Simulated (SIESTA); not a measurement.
Pb:

```
Pb
1.0
     0.00000    2.47502    2.47502
     2.47502    0.00000    2.47502
     2.47502    2.47502    0.00000
Pb
1
Direct
  0.00000 0.00000 0.00000
```

Base run:

```yaml
Program: SIESTA 5.4.2
Functional: vdW-DF2
Potentials_or_basis: PseudoDojo 0.4 standard (PBE files)
Basis: DZP (energy shift 0.003 Ry; two zetas on semicore shells)
Grid_cutoff: 500 Ry
Energy_shift: 0.003 Ry
k_mesh: 9 × 9 × 9
Occupations: fermi-dirac, width 0.05 eV
Spin: no spin polarisation
```

Its results: band gap on the k mesh none (metal or under the smearing width); pressure 8.5 GPa.

Problem. The run is repeated on the same cell with these changes: functional from vdW-DF2 to vdW-DF-cx. What comes out?

Solution. Band gap on the k mesh none (metal or under the smearing width); pressure 0.4 GPa.

Caveats: the potentials were made for another functional, which shifts forces and pressure; the basis of atomic orbitals isn't converged, which shifts pressures, moduli and gaps.
